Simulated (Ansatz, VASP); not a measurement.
# C (Diamond) in two plane-wave programs

One calculation is typed for both programs; each brings its own data sets and cutoff. How far apart do they land? The cell is a member of a volume series, scaled by 1.015 from a relaxed one, so a pressure remains. Other levels of theory on this material are compared in a session of their own.

Main program and level: Ansatz 0.2.0; plane waves, with VASP 6.6.1 beside it; single point at r2SCAN with rVV10 and single point at RPBE.

**1. Set-up**

It takes space group Fd-3m (No. 227, cubic). Conventional cell: a = 3.579 Å, b = 3.579 Å, c = 3.579 Å, α = 90.00°, β = 90.00°, γ = 90.00°. Nearest to C lie 4 C at 1.55 Å.

**2. Ansatz: single point, r2SCAN with rVV10, volume scaled by 1.015**

Ansatz runs on its default PAW (the set named soft_2) files.

A single point gives forces, pressure and levels at one fixed geometry, so differences don't come from the geometry; what else differs is listed under the comparison.

File input.yaml:

```yaml
crystal:
  lattice:
    - [0.0, 1.78929101, 1.78929101]
    - [1.78929101, 0.0, 1.78929101]
    - [1.78929101, 1.78929101, 0.0]
  atoms:
    - { symbol: C, position: [0.75, 0.75, 0.75] }
    - { symbol: C, position: [0.5, 0.5, 0.5] }
hamiltonian:
  xc: r2scan
  pseudopotentials: { kind: paw }
  dispersion: rvv10
kpoints:
  mp_grid: { grid: [10, 10, 10] }
scf:
  occupations: { method: gaussian, width: 0.03 }
  n_extra_bands: 4
output:
  forces: true
  stress: true
  eigenvalues: true
```

Command:

```sh
$ ansatz run input.yaml --threads 2 --pin off --max-ram 4608MiB --backend cpu --events-out ev --progress --plain --runs-dir out
```

Numbers of over 12 decimals in the logs are rounded to 6 here.

Log:

```text
scf.n_extra_bands = 4 over 4 filled bands (N_el = 8.0): the run solves 8 bands
Engine: ansatz 0.2.0, aarch64-unknown-linux-gnu
Pseudopotentials: kind: paw
Pseudopotential: C, paw, valence charge 4, recommended cutoff 500 eV (meta_gga), C.paw.azcp
Functional definition: r2SCAN+rVV10
  parameter k0 = 0.174
  parameter k1 = 0.065
  parameter a1 = 4.9479
  exchange = r2scan_x(k0 = k0, k1 = k1, a1 = a1)
  correlation = r2scan_c + rvv10(11.95, 0.0093)
Crystal: 2 atoms, lattice volume = 11.457 Å³
Basis set: ecut = 500 eV, 283 PW (Γ), exchange–correlation on 96×96×96 points (64 copies of the dense FFT grid, shifted against one another)
Bands: 8, of which v1, the nominal top of the filled ones, is band 4 counted from 1 (3 counted from 0)
Symmetry: 48 space group operations
Space group: Fd-3m (ITA 227), of the structure as read, at distance tolerance 2.3e-5 Å
k-points: 47 of 1000
Non-local potential: C, projectors of the file, l = 0: 2, l = 1: 2, l = 2: 1
PAW form: soft (Blöchl's): semilocal exchange-correlation on the pseudo side does not see the compensation charge
rVV10 density: all electrons in the spheres
PAW frozen core: C, regenerated for the run's functional (the file was generated under x = pbe(κ = 0.804, μ = 0.219515), c = pbe(β = 0.066725))
PAW one-centre angular grid: C, 302 points (default); XC on 239 of its mesh's 2573 points in the sphere
Initial density: superposition of atomic densities (neutral atoms: chi_scale 0, normalization atom), corrected by the library's trained network
Initial wavefunctions: pseudopotential atomic-orbital guess
Functional: x = r2scan, c = r2scan + rvv10(b = 11.95, C = 0.0093); τ floored in thin density (d = 2e-4 eV/Å³)
SCF iter   1: F=—  HF=-502.792220 eV  |F-HF|=—  |Δ(HF+E_count)|=         —  Δρ=9.01e-3  dr2=2.61e-3  dr2_τ=3.68e-1  ethr=1.77e-3  ⟨swp⟩=5.3  Hψ=2570  notcnv=0
preconditioner: auto → none  [insulator: Δε(μ)=4.276 eV  Ē_g=20.626 eV  σ=0.030 eV  W_gap=1.00  n_scr=0 (ndim 8)  ℏωp=31.0 eV  f_vac=0.000  D(μ)=0.00/eV (n_scr^D=0)  ε∞_Penn≈3.3]
SCF iter   2: F=—  HF=-502.846536 eV  |F-HF|=—  |Δ(HF+E_count)|=   5.43e-2  Δρ=5.56e-3  dr2=9.85e-4  dr2_τ=5.70e-5  ethr=3.27e-5  ⟨swp⟩=2.0  Hψ=1128  notcnv=0
SCF iter   3: F=—  HF=-502.846514 eV  |F-HF|=—  |Δ(HF+E_count)|=   2.16e-5  Δρ=1.49e-3  dr2=7.67e-5  dr2_τ=1.17e-5  ethr=1.23e-5  ⟨swp⟩=2.1  Hψ=540  notcnv=0
SCF iter   4: F=—  HF=-502.846536 eV  |F-HF|=—  |Δ(HF+E_count)|=   2.13e-5  Δρ=2.45e-4  dr2=2.06e-6  dr2_τ=1.56e-7  ethr=9.58e-7  ⟨swp⟩=1.7  Hψ=485  notcnv=0
SCF iter   5: F=—  HF=-502.846537 eV  |F-HF|=—  |Δ(HF+E_count)|=   1.19e-6  Δρ=5.54e-5  dr2=1.07e-7  dr2_τ=1.28e-8  ethr=2.57e-8  ⟨swp⟩=1.9  Hψ=506  notcnv=0
SCF iter   6: F=-502.846537 eV  HF=-502.846537 eV  |F-HF|=2.80e-11  |Δ(HF+E_count)|=   6.47e-8  Δρ=9.04e-7  dr2=2.34e-11  dr2_τ=1.04e-11  ethr=1.25e-9  ⟨swp⟩=4.9  Hψ=1801  notcnv=0
SCF 1 converged in 6 iterations: F = -502.846537 eV  dr2 = 2.34e-11
  greatest PAW one-centre occupation: 0.656 electrons in one spin orbital (limit 2), on the C atom at site 1 (counted from 0), in its partial waves of l = 0
SCF converged after 6 iterations
Free energy (F): -502.846537 eV
Harris-Foulkes:  -502.846537 eV  (|F-HF|=2.80e-11)
Internal energy: -502.846537 eV  (E = F + TS)
E sigma→0 (E₀):  -502.846537 eV
Fermi energy:    15.285491 eV
--- Per-component energies (eV) ---
  E_band       = 29.316063
  E_kinetic    = 183.321210
  E_local      = -121.642633  (includes V_loc(G=0)·N_el)
  E_nonlocal   = 52.355894
  E_hartree    = 26.731342
  E_xc         = -95.388883
  E_vxc        = -132.110785  (∫ρ·V_xc dr)
  E_paw        = -201.364014  (= ΣΔE_a)
  E_vpaw       = -13.045527  (= ΣTr[D̂ρ^β])
  E_aug_tail   = 0.000006  (compensation charges beyond the density's cutoff)
  E_vtau       = 6.975240  (kinetic-family band-sum trace: ∫τ·v_τ [+ j·A + Jᵃ·Aᵃ] dr)
  E_ewald      = -346.809911
  E_core_change = -0.049547  (= ΣΔE_core)
  E_smearing   = -0.000000  (= −TS)
  E_closure    = -0.000000  (closes the sum)
  Σ components = -502.846537   (vs F -502.846537, Δ=0.00e0)
--- Forces (eV/Å), atoms counted from 1 ---
  atom   1  C     -0.00000000    -0.00000000     0.00000000
  atom   2  C      0.00000000    -0.00000000     0.00000000
  max |Σ_I F_I| component: 1.11e-16 eV/Å
--- Stress (GPa, compression-positive) ---
       -7.643168       0.000000      -0.000000
        0.000000      -7.643168       0.000000
       -0.000000       0.000000      -7.643168
  P = ⅓ Tr σ = -7.6432 GPa (-76.432 kbar)
--- Band table (eV; the first three rows and the last of 47) ---
  k-point 0: bands = ["-9.4375", "13.1153", "13.1153", "13.1153", "18.9605", "18.9605", "18.9605", "26.6437"]
  k-point 1: bands = ["-9.1503", "11.3370", "12.6456", "12.6456", "19.5783", "19.5783", "19.9410", "26.9516"]
  k-point 2: bands = ["-8.2945", "7.9592", "11.7243", "11.7243", "20.7696", "20.7696", "21.1289", "27.8089"]
  k-point 46: bands = ["0.2768", "0.2768", "4.6852", "4.6852", "22.9311", "22.9311", "27.2133", "27.2133"]
```

Run time: 1.1 s. Hardware: 2 threads of Arm Neoverse V2, shared host; peak memory 0.3 GiB.

In the SCF lines HF is the Harris–Foulkes energy and dr2 the Hartree energy of the density residual, in eV; the loop may stop once dr2 is under the threshold and the program's other checks hold. Hψ counts applications of the Hamiltonian.

The run ends at a pressure of -7.64 GPa.

**3. VASP: single point, r2SCAN with rVV10, volume scaled by 1.015**

The same cell, functional, mesh and smearing now go to VASP, with its own data sets and cutoff.

Lines of VASP's logs that name or quote its potential files are left out, and so is its time.

The input asks for a relaxation, which ended at its first step since no free force or stress exceeded the threshold; so it serves as a single point.

File INCAR:

```
SYSTEM = C
PREC = Accurate
ENCUT = 520
EDIFF = 1E-06
NELM = 100
ISMEAR = 0
SIGMA = 0.03
LREAL = .FALSE.
ALGO = Normal
METAGGA = R2SCAN
LUSE_VDW = .TRUE.
IVDW_NL = 2
BPARAM = 11.95
CPARAM = 0.0093
LASPH = .TRUE.
NBANDS = 10
LORBIT = 11
LWAVE = .FALSE.
LCHARG = .FALSE.
KPAR = 4
IBRION = 2
NSW = 30
ISIF = 4
EDIFFG = -0.01
```

File POSCAR:

```
C
1.0
    0.0000000000      1.7892910136      1.7892910136
    1.7892910136      0.0000000000      1.7892910136
    1.7892910136      1.7892910136      0.0000000000
C
2
Direct
    0.7500000000      0.7500000000      0.7500000000
    0.5000000000      0.5000000000      0.5000000000
```

File KPOINTS:

```
Automatic mesh
0
Gamma
10 10 10
0 0 0
```

Potentials, in the order of the species: C (PBE family, release 64).

Command:

```sh
$ mpirun -np 4 vasp_std
```

Log:

```text
[banner, memory and clock lines left out]
running    4 mpi-ranks, on    1 nodes
 distrk:  each k-point on    1 cores,    4 groups
 distr:  one band on    1 cores,    1 groups

 POSCAR found type information on POSCAR C
 POSCAR found :  1 types and       2 ions
|                                                                             |
|               ----> ADVICE to this user running VASP <----                  |
|                                                                             |
|     You have switched on vdW-DFT.                                           |
|     This routine was written and supplied by Jiri Klimes. We recommend      |
|     that you carefully read and cite the following publications:            |
|       J. Klimes, D.R. Bowler, A. Michelides                                 |
|          J. Phys.: Cond Matt. 22 022201 (2010)                              |
|       J. Klimes, D.R. Bowler, A. Michelides                                 |
|          Phys. Rev. B. 83, 195131 (2011)                                    |
|     and references therein.                                                 |
|                                                                             |

|                                                                             |
|               ----> ADVICE to this user running VASP <----                  |
|                                                                             |
|     You enforced a specific xc type in the INCAR file but a different       |
|     [... a line on the potential file left out ...]
|     I HOPE YOU KNOW WHAT YOU ARE DOING!                                     |
|                                                                             |

 LDA part: xc-table for (None), standard interpolation
 POSCAR, INCAR and KPOINTS ok, starting setup
 FFT: planning ... GRIDC
 FFT: planning ... GRID_SOFT
 FFT: planning ... GRID
 WAVECAR not read
 entering main loop
       N       E                     dE             d eps       ncg     rms          rms(c)
Total rVV10 correction in eV:      0.0439495     8.0925840
Total rVV10 correction in eV:      0.0439495     8.0925840
Total rVV10 correction in eV:      0.0439495     8.0925840
Total rVV10 correction in eV:      0.0439495     8.0925840
DAV:   1    -0.211104622216E+01   -0.21110E+01   -0.49345E+03   996   0.790E+02
DAV:   2    -0.215205697574E+02   -0.19410E+02   -0.18734E+02  1292   0.132E+02
DAV:   3    -0.218606361565E+02   -0.34007E+00   -0.33930E+00  1106   0.140E+01
DAV:   4    -0.218612513852E+02   -0.61523E-03   -0.61516E-03  1038   0.677E-01
DAV:   5    -0.218612519809E+02   -0.59566E-06   -0.59560E-06  1082   0.209E-02    0.505E+00
Total rVV10 correction in eV:      0.0546222     8.0925839
Total rVV10 correction in eV:      0.0546222     8.0925839
Total rVV10 correction in eV:      0.0546222     8.0925839
Total rVV10 correction in eV:      0.0546222     8.0925839
DAV:   6    -0.196745846862E+02    0.21867E+01   -0.25827E-01  1026   0.399E+00    0.378E+00
Total rVV10 correction in eV:      0.0749255     8.0925839
Total rVV10 correction in eV:      0.0749255     8.0925839
Total rVV10 correction in eV:      0.0749255     8.0925839
Total rVV10 correction in eV:      0.0749255     8.0925839
DAV:   7    -0.195768603307E+02    0.97724E-01   -0.25490E-01  1034   0.387E+00    0.738E-01
Total rVV10 correction in eV:      0.0756970     8.0925839
Total rVV10 correction in eV:      0.0756970     8.0925839
Total rVV10 correction in eV:      0.0756970     8.0925839
Total rVV10 correction in eV:      0.0756970     8.0925839
DAV:   8    -0.195775376324E+02   -0.67730E-03   -0.36178E-03  1042   0.572E-01    0.391E-01
Total rVV10 correction in eV:      0.0769405     8.0925839
Total rVV10 correction in eV:      0.0769405     8.0925839
Total rVV10 correction in eV:      0.0769405     8.0925839
Total rVV10 correction in eV:      0.0769405     8.0925839
DAV:   9    -0.195778343962E+02   -0.29676E-03   -0.13987E-04  1004   0.154E-01    0.122E-02
Total rVV10 correction in eV:      0.0768627     8.0925839
Total rVV10 correction in eV:      0.0768627     8.0925839
Total rVV10 correction in eV:      0.0768627     8.0925839
Total rVV10 correction in eV:      0.0768627     8.0925839
DAV:  10    -0.195778344000E+02   -0.38672E-08   -0.23207E-06  1088   0.132E-02
Total rVV10 correction in eV:      0.0769114     8.0925839
Total rVV10 correction in eV:      0.0769114     8.0925839
Total rVV10 correction in eV:      0.0769114     8.0925839
Total rVV10 correction in eV:      0.0769114     8.0925839
Total rVV10 correction in eV:      0.0769096     8.0925839
Total rVV10 correction in eV:      0.0769096     8.0925839
Total rVV10 correction in eV:      0.0769096     8.0925839
Total rVV10 correction in eV:      0.0769096     8.0925839
   1 F= -.19577834E+02 E0= -.19577834E+02  d E =-.195778E+02
 curvature:   0.00 expect dE= 0.000E+00 dE for cont linesearch  0.000E+00
 trial: gam= 0.00000 g(F)=  0.162E-47 g(S)=  0.346E-33 ort = 0.000E+00 (trialstep = 0.100E+01)
 search vector abs. value=  0.100E-09
 reached required accuracy - stopping structural energy minimisation
```

From OUTCAR (step 3):

```text
ion  position               nearest neighbor table
   1  0.750  0.750  0.750-   2 1.55   2 1.55   2 1.55   2 1.55
   2  0.500  0.500  0.500-   1 1.55   1 1.55   1 1.55   1 1.55

  LATTYP: Found a face centered cubic cell.
 ALAT       =     3.5785820272

 Subroutine GETGRP returns: Found 48 space group operations
 (whereof 24 operations were pure point group operations)

The static configuration has the point symmetry T_d .
 The point group associated with its full space group is O_h .

 Found     47 irreducible k-points:

   k-points           NKPTS =     47   k-points in BZ     NKDIM =     47   number of bands    NBANDS=     10

   dimension x,y,z NGX =    20 NGY =   20 NGZ =   20
   dimension x,y,z NGXF=    40 NGYF=   40 NGZF=   40

   ENCUT  =  520.0 eV  38.22 Ry    6.18 a.u.   4.70  4.70  4.70*2*pi/ulx,y,z

   NELECT =       8.0000    total number of electrons

 k-points in reciprocal lattice and weights: Automatic mesh
   0.00000000  0.00000000  0.00000000       0.001
   0.10000000  0.00000000  0.00000000       0.008
   0.20000000  0.00000000  0.00000000       0.008
   0.30000000  0.00000000  0.00000000       0.008
   0.40000000  0.00000000  0.00000000       0.008
   0.50000000  0.00000000  0.00000000       0.004
   0.10000000  0.10000000  0.00000000       0.006
   0.20000000  0.10000000  0.00000000       0.024
   0.30000000  0.10000000  0.00000000       0.024
[...]
-0.30000000  0.40000000  0.20000000       0.024
  -0.30000000  0.50000000  0.20000000       0.012

 average (electrostatic) potential at core
       1 -47.5879       2 -47.5879

 E-fermi :   9.7327

 k-point     1 :       0.0000    0.0000    0.0000
  band No.  band energies     occupation
      1     -12.9999      2.00000
      2       9.5746      2.00000
      3       9.5746      2.00000
      4       9.5746      2.00000
      5      15.3761      0.00000
      6      15.3761      0.00000
      7      15.3761      0.00000
      8      23.1467      0.00000
      9      29.7469      0.00000
    ...

 k-point     2 :       0.1000    0.0000    0.0000
  band No.  band energies     occupation
      1     -12.7124      2.00000
      2       7.7889      2.00000
      3       9.1021      2.00000
      4       9.1021      2.00000
      5      15.9971      0.00000
      6      15.9971      0.00000
      7      16.3682      0.00000
      8      23.4503      0.00000
      9      30.2278      0.00000
    ...

 k-point     3 :       0.2000    0.0000    0.0000
  band No.  band energies     occupation
      1     -11.8558      2.00000
      2       4.4058      2.00000
      3       8.1778      2.00000
      4       8.1778      2.00000
      5      17.1915      0.00000
      6      17.1915      0.00000
      7      17.5717      0.00000
      8      24.2930      0.00000
      9      31.0496      0.00000
    ...

  Total       -0.4675311     -0.4675311     -0.4675311     -0.0000000     -0.0000000     -0.0000000
  in kB      -65.3804864    -65.3804864    -65.3804864     -0.0000000     -0.0000000     -0.0000000
  external PRESSURE =     -65.3804864 kB  Pullay stress =       0.0000000 kB

  energy-cutoff  :      520.00
  volume of cell :       11.46
      direct lattice vectors                 reciprocal lattice vectors
     0.000000000  1.789291014  1.789291014    -0.279440290  0.279440290  0.279440290
     1.789291014  0.000000000  1.789291014     0.279440290 -0.279440290  0.279440290
     1.789291014  1.789291014  0.000000000     0.279440290  0.279440290 -0.279440290

 POSITION                                       TOTAL-FORCE (eV/Angst)
 -----------------------------------------------------------------------------------
      2.68394      2.68394      2.68394        -0.000000     -0.000000      0.000000
      1.78929      1.78929      1.78929         0.000000      0.000000     -0.000000
 -----------------------------------------------------------------------------------
    total drift:                                0.000000     -0.000000      0.000000

  FREE ENERGIE OF THE ION-ELECTRON SYSTEM (eV)
  ---------------------------------------------------
  free  energy   TOTEN  =       -19.5778344000 eV

  energy  without entropy=      -19.5778344000  energy(sigma->0) =      -19.57783440

 reached required accuracy - stopping structural energy minimisation

 total charge
# of ion       s       p       d       tot
------------------------------------------
    1        0.843   1.726   0.000   2.569
    2        0.843   1.726   0.000   2.569
--------------------------------------------------
tot          1.686   3.452   0.000   5.138

[... 3 further parts left out ...]
```

**4. Side by side**

Known differences besides the potentials themselves: VASP keeps PBE cores, Ansatz makes them for the functional; the cutoff is 500 eV in Ansatz and 520 eV in VASP. Total energies have different zeros and are not compared.

Compared:

| quantity | Ansatz | VASP | difference |
| --- | --- | --- | --- |
| pressure (GPa) | -7.64 | -6.54 | -1.11 |
| pressure without Ansatz's Pulay correction (GPa) | -7.72 | -6.54 | -1.18 |
| gap on the k mesh (eV) | 4.341 | 4.314 | +0.027 |

A gap on the mesh is an upper bound, since the band edges may lie between its points. Ansatz's pressure holds a Pulay correction of 0.07 GPa; VASP's holds none.

**5. What the set-up changes**

Further runs change the set-up of one program: Ansatz's method, potentials or start, or VASP's data sets, cutoff or form of LDA. The table gives Ansatz less VASP for each quantity, since a change that brings one quantity closer may part another.

| run | pressure (GPa) | gap on the k mesh (eV) | pressure without Ansatz's Pulay correction (GPa) |
| --- | --- | --- | --- |
| as above | -1.1 | 0.027 | -1.2 |
| cores kept as stored | -1.4 | 0.031 | -1.4 |

(Continued in part 2 of 2.)

[Lines on the potential files, build, host, timing and source positions are cut from VASP's logs without a mark.]

[Logs are printed without paths, hosts, clocks, repeated set-up lines and the standing remarks that a program may print on its own settings, such as how far it seeks lower states.]

[Hosts, paths, dates, database ids (printed as entryN), source tags and the programs' standing remarks are cut or masked in the printed files.]
